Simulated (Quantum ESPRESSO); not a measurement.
## Ir in Quantum ESPRESSO: the effect of dispersion

Ir:

```
CELL_PARAMETERS angstrom
0.00000 1.91560 1.91560
1.91560 0.00000 1.91560
1.91560 1.91560 0.00000
ATOMIC_POSITIONS crystal
Ir 0.00000 0.00000 0.00000
```

Alike in all runs:

- Program: Quantum ESPRESSO 7.5
- Task: phonons
- Potentials or basis: GBRV 1.5 PBE
- Cutoff: 612 eV
- Density cutoff: 4898 eV
- k mesh: 12 × 12 × 12
- Occupations: cold, width 0.2 eV
- Spin: no spin polarisation

Each run relaxes the cell or the atoms first.

```tsv
dispersion	functional	relaxed volume (Å³/atom)	highest phonon frequency (cm⁻¹)
D2	PBE	?	?
rVV10	rPW86PBE	14.85	194
rev-vdW-DF2	rev-vdW-DF2	14.31	201
```

**Question.** What does the run with dispersion D2 give?

**Answer.** Relaxed volume 13.32 Å³/atom; highest phonon frequency 236 cm⁻¹.

Caveats: pairwise dispersion overbinds metals, which lowers pressure and volume (some runs); the potentials were made for another functional, which shifts forces and pressure (some runs).
